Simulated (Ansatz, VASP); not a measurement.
**Two plane-wave programs on PbS**

```
Pb S
1.0
     3.72532    0.00000    0.00000
     0.00000    3.72532    0.00000
     0.00000    0.00000    3.72532
Pb S
1 1
Direct
  0.00000 0.00000 0.00000
  0.50000 0.50000 0.50000
```

Change from the starting cell: volume scaled by 1.06.

Alike in both runs: task single point; functional PBE; k mesh 7 × 7 × 7; occupations fermi-dirac, width 0.05 eV; no spin polarisation.

```csv
,VASP,Ansatz
version,VASP 6.6.1,Ansatz 0.2.0
potentials or method,"VASP PAW PBE potentials, release 64 (Pb_d, S)",Ansatz PAW
plane-wave cutoff (eV),520,420
valence electrons in the cell,20,20
```

```csv
,VASP,Ansatz,Ansatz less VASP
gap on the k mesh at the Fermi level (eV),0.25,0.24,-0.001
least direct gap on the mesh (eV),1.25,1.25,+0.002
pressure (GPa),-2.9,-2.8,+0.07
```

With one functional, cell and mesh, what is left measures potentials, basis and numerics.

Caveats: spin-orbit coupling is left out, which as a rule narrows the gap of such compounds by several tenths of an eV; an odd mesh through Γ misses points on the zone boundary, where band edges often lie (VASP); odd divisions of the mesh miss points on the zone boundary, where band edges often lie, so the gap on the mesh can be too wide (Ansatz).
